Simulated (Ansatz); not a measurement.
Al: pressure against volume

Al, Fm-3m, a = 4.016 Å. Ansatz: PBEsol, PAW, 420 eV, Γ-centred 18×18×18 mesh on 1 atom, Gaussian smearing 0.10 eV; no spin polarisation. Symmetry fixes shape and atoms, so the cell is only scaled; pressure is positive in compression.

```tsv
V (Å³/atom)	P (GPa)
15.217	5.71
15.702	2.60
16.188	-0.03
16.673	-2.26
17.159	?
```

Task: Take V0 = 16.188 Å³/atom, count pressures from its P0 = -0.03 GPa, fit the third-order Birch–Murnaghan form to the other rows, and predict the missing pressure.

Result: With the Eulerian strain f = ½[(V0/V)^(2/3) − 1] and y = (P − P0)/[3f(1 + 2f)^(5/2)], the form is the line y = B0 + 1.5 B0 (B0′ − 4) f. Rows (f, y): 0.02105, 82.0; 0.01026, 81.2; -0.00974, 80.2. Means f = 0.007190, y = 81.133; Σ(Δf)² = 0.0004881, ΣΔfΔy = 0.02802; the slope is their ratio. y = 80.72 + 57.40 f GPa, so B0 = 80.7 GPa and B0′ = 4 + 2 × (57.40)/(3 × 80.72) = 4.47. At V = 17.159, f = -0.01905, y = 79.63 and P = -4.16 GPa. The run gave -4.18 GPa, so the fit is 0.02 GPa too high, a small miss on the scale of the series. The form still works here, 33 % of the fitted range beyond its end.